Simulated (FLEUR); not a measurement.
# Ge: band structure with r2SCAN

**The experiment to reproduce.**

“Electronic and optical properties of SixGe1-x-ySny alloys lattice-matched to Ge”, 2021, arxiv:2109.02782 reports, for a bulk crystal of Ge at 293 K: band gap 0.666 eV (indirect).

The system is Ge.

```
Ge
1.0
     0.00000    2.82891    2.82891
     2.82891    0.00000    2.82891
     2.82891    2.82891    0.00000
Ge
2
Direct
  0.75000 0.75000 0.75000
  0.50000 0.50000 0.50000
```

```
Program                  : FLEUR MaX-R8.1 (later development tree)
Task                     : band structure
Functional               : r2SCAN
Potentials or basis      : all-electron
Basis                    : FLAPW
Kmax                     : 4.58 1/bohr
k mesh                   : 8 × 8 × 8
Occupations              : fermi-dirac, width 0.05 eV
Spin                     : no spin polarisation
Gmax                     : 14.2 1/bohr
Muffin-tin radii         : Ge 2.14 bohr
lmax                     : Ge 9
Local orbitals a species : Ge 6
Max iterations           : 60
Mixing factor            : 0.05
Mixer                    : Anderson
Mixer history            : 15
Density convergence      : 1e-05 me/bohr^3
```

The band gap on the k mesh is 0.45 eV, direct, the band gap along the path is 0.45 eV, direct and the valence electrons inside the program's atomic spheres are Ge 19.94 (radii Ge 2.14 bohr).

Levels at the corners of the path, in eV from the valence-band top:
```tsv
point	band 20	band 21	band 22	band 23	band 24	band 25
Γ	0.00	0.00	0.00	0.45	2.72	2.72
X	-9.21	-3.22	-3.22	0.98	0.98	10.12
W	-9.11	-4.05	-4.05	4.71	4.71	5.05
K	-8.59	-4.49	-2.76	1.40	4.43	7.74
Γ	0.00	0.00	0.00	0.45	2.72	2.72
L	-7.86	-1.48	-1.48	0.47	4.01	4.01
U	-8.59	-4.49	-2.76	1.40	4.43	7.74
W	-9.11	-4.05	-4.05	4.71	4.71	5.05
L	-7.86	-1.48	-1.48	0.47	4.01	4.01
K	-8.59	-4.49	-2.76	1.40	4.43	7.74
U	-8.59	-4.49	-2.76	1.40	4.43	7.74
X	-9.21	-3.22	-3.22	0.98	0.98	10.12
```

Core levels (eV from the Fermi level):
| atom | levels |
| --- | --- |
| 1 Ge | 1s1/2 -10954.0, 2s1/2 -1366.3, 2p1/2 -1214.4, 2p3/2 -1182.5 |
| 2 Ge | 1s1/2 -10954.0, 2s1/2 -1366.3, 2p1/2 -1214.4, 2p3/2 -1182.5 |

Wall time 59 s on 1 thread of Arm Neoverse V1, with other jobs on the host, peak memory 0.08 GiB.

Against the measured gap of Ge, 0.666 eV (indirect; 293 K; “Electronic and optical properties of SixGe1-x-ySny alloys lattice-matched to Ge”, 2021, arxiv:2109.02782), the calculated 0.45 eV is off by -0.21 eV. 3 values of this kind are on record (0.666 to 0.807 eV); this one was drawn at random among those near their median. Spin-orbit coupling on Ge is left out. The value is that of r2SCAN, without temperature or zero-point motion.

Caveat: the meta-GGA is that of a development version, with a GGA for the radial functions and cores and without core tails.
